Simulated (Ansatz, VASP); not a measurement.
# LiH in VASP and in Ansatz

POSCAR

```
LiH
1.0
    2.5016587118      0.0000000000      0.0000000000
    0.0000000000      2.5016587118      0.0000000000
    0.0000000000      0.0000000000      2.5016587118
Li H
1 1
Direct
    0.0000000000      0.0000000000      0.0000000000
    0.5000000000      0.5000000000      0.5000000000
```

INCAR.step1

```
SYSTEM = LiH
ALGO = Normal
EDIFF = 1E-5
ENCUT = 520
GGA = PE
ISIF = 2
ISMEAR = 0
LASPH = .TRUE.
LREAL = .FALSE.
LWAVE = .TRUE.
NBANDS = 9
NELM = 100
PREC = Accurate
SIGMA = 0.01
```

The input INCAR.step2:

```
SYSTEM = LiH
AEXX = 0.1
ALGO = Normal
EDIFF = 1E-6
ENCUT = 520
HFRCUT = -1
ISIF = 2
ISMEAR = 0
ISTART = 1
LASPH = .TRUE.
LCHARG = .TRUE.
LELF = .TRUE.
LHFCALC = .TRUE.
LMIXTAU = .TRUE.
LREAL = .FALSE.
LVHAR = .TRUE.
LWAVE = .FALSE.
METAGGA = R2SCAN
NBANDS = 9
NELM = 100
PREC = Accurate
PRECFOCK = Normal
SIGMA = 0.01
```

Contents of KPOINTS:

```
k-points
0
G
  8 8 8
  0 0 0
```

Input for Ansatz:

```yaml
crystal:
  lattice:
    - [2.5016587118, 0.0, 0.0]
    - [0.0, 2.5016587118, 0.0]
    - [0.0, 0.0, 2.5016587118]
  atoms:
    - { symbol: Li, position: [0.0, 0.0, 0.0] }
    - { symbol: H, position: [0.5, 0.5, 0.5] }
kpoints:
  mp_grid: { grid: [8, 8, 8] }
  band_path:
    path: [[0.0, 0.0, 0.0], [0.0, 0.5, 0.0], [0.5, 0.5, 0.0], [0.5, 0.5, 0.5]]
    npoints: 1
hamiltonian:
  xc: r2scanh
scf:
  occupations: { method: fixed }
  n_extra_bands: 4
output:
  forces: true
  stress: true
  eigenvalues: true
```

Alike in both runs: task single point; functional r2SCANh; k mesh 8 × 8 × 8; no spin polarisation.

```csv
,VASP,Ansatz
version,VASP 6.6.1,Ansatz 0.2.0
potentials or method,"VASP PAW PBE potentials, release 64 (Li_sv, H)","plane waves, PAW"
plane-wave cutoff (eV),520,500
occupations,"gaussian, width 0.01 eV",fixed
valence electrons in the cell,4,4
```

```tsv
	VASP	Ansatz	Ansatz less VASP
gap on the k mesh at the Fermi level (eV)	1.80	1.64	-0.159
```

Ansatz warned: «stress_exchange_threshold_loose».

 A k mesh can miss the band edges.
